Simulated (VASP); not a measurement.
Br: single point with PBE

Crystal: Br.

```
Br
1.0
    -1.28677    1.72000    3.57799
     1.28677   -1.72000    3.57799
     1.28677    1.72000   -3.57799
Br
1
Direct
  0.00000 0.00000 0.00000
```

```json
{
 "Program": "VASP 6.6.1",
 "Task": "single point",
 "Functional": "PBE",
 "Potentials or basis": "VASP PAW PBE potentials, release 64 (Br)",
 "Cutoff": "500 eV",
 "k mesh": "13 × 13 × 13",
 "Occupations": "gaussian, width 0.02 eV",
 "Spin": "no spin polarisation",
 "Further INCAR settings": "ALGO = Normal; EDIFF = 1.00e-07"
}
```

```yaml
Pressure: 1.1 GPa
Band_gap_on_the_k_mesh: none (metal or under the smearing width)
```

Stress tensor (GPa, compression positive):
```
1.03 0.00 0.00
0.00 1.04 0.00
0.00 0.00 1.19
```

Levels at points of the mesh, in eV from the Fermi level:
| k point | band 1 | band 2 | band 3 | band 4 | band 5 | band 6 |
| --- | --- | --- | --- | --- | --- | --- |
| (0.00, 0.00, 0.00) | -15.69 | -1.79 | -1.05 | 4.06 | 5.52 | 9.41 |

Wall time 54 s on 1 thread of Intel(R) Xeon(R) 6975P-C (Granite Rapids), with other jobs on the host, peak memory 0.21 GiB.

Caveat: an odd number of electrons without spin polarisation forces a metal; a magnetic or distorted state may lie lower.
